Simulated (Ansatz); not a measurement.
# Na4H: the cost of one run

Computed with Ansatz 0.2.0 (DFT PBE, scalar-relativistic, plane waves, PAW, unless a step's input says otherwise).

20 further runs of the same task are left out: 1 that didn't finish, 19 set aside as unsound or not needed.

## 1. Starting point

It takes space group P1 (No. 1, triclinic). The conventional cell has a = 7.267 Å, b = 7.267 Å, c = 20.967 Å, α = 90.00°, β = 90.00°, γ = 109.47°. Na (site symmetry 1) is surrounded by 10 Na at 3.63 to 4.20 Å and 2 H at 4.12 to 4.25 Å. Na (site symmetry 1) has 6 Na at 3.63 Å as nearest neighbours. Na (site symmetry 1) is surrounded by 2 H at 2.53 to 2.63 Å. Na (site symmetry 1) has 1 H at 2.04 Å as nearest neighbours. Na (site symmetry 1) is surrounded by 6 Na at 3.63 Å and 1 H at 3.85 Å. Na (site symmetry 1) has 1 H at 2.32 Å as nearest neighbours. Only part of the 10 independent sites is listed.

As a file:

```
Na H
1.0
     7.26651    0.00000    0.00000
    -2.42217    6.85093    0.00000
     0.00000    0.00000   20.96654
Na H
8 2
Direct
  0.25000 0.25000 0.19078
  0.25000 0.75000 0.19078
  0.75000 0.25000 0.19078
  0.75000 0.75000 0.19078
  0.00000 0.00000 0.33227
  0.00000 0.50000 0.33227
  0.50000 0.00000 0.33227
  0.50000 0.50000 0.33227
  0.12194 0.33333 0.38426
  0.21139 0.33333 0.38426
```

This is the geometry of the first run shown, built on a cell relaxed beforehand with the same method.

## 2. The scan

Atoms count from 1 in the order of the input.

H2 lies flat over one site of a rigid substrate while its bond length and height are varied.

The axes are (1) distance H9-H10: 8 values from 0.650 to 2.650 Å; (2) height of the H2 axis above the plane of Na5: 9 values from 0.45 to 3.60 Å.

Nothing else is relaxed. Points are written as (first, second).

## 3. The run at (0.650 Å, 1.09 Å)

The cell repeats along c, and a dipole correction in the vacuum removes the field between the copies.

Contents of input.yaml:

```yaml
crystal:
  lattice:
    - [7.2665054626, 0.0, 0.0]
    - [-2.4221684875, 6.8509270508, 0.0]
    - [0.0, 0.0, 20.9665384335]
  atoms:
    - { symbol: Na, position: [0.25, 0.25, 0.1907801811] }
    - { symbol: Na, position: [0.25, 0.75, 0.1907801811] }
    - { symbol: Na, position: [0.75, 0.25, 0.1907801811] }
    - { symbol: Na, position: [0.75, 0.75, 0.1907801811] }
    - { symbol: Na, position: [0.0, 0.0, 0.332269366] }
    - { symbol: Na, position: [0.0, 0.5, 0.332269366] }
    - { symbol: Na, position: [0.5, 0.0, 0.332269366] }
    - { symbol: Na, position: [0.5, 0.5, 0.332269366] }
    - { symbol: H, position: [0.1219409038, 0.3333333333, 0.3842569654] }
    - { symbol: H, position: [0.2113924295, 0.3333333333, 0.3842569654] }
basis:
  ecutwfc: 420
kpoints:
  mp_grid: { grid: [4, 4, 1] }
hamiltonian:
  xc: pbe
scf:
  occupations: { method: gaussian, width: 0.1 }
output:
  forces: true
  eigenvalues: true
efield:
  axis: 3
  dipole_correction: true
  ramp_width: 0.04
```

Run with:

```sh
ansatz run input.yaml --threads 1 --pin off --max-ram 3072MiB --backend cpu --events-out ev --progress --plain --runs-dir out
```

Q: Estimate wall time and peak memory on 1 thread of AMD EPYC 7R43 (Zen 3), shared host.

About 25 s, with a peak of 0.95 GiB.
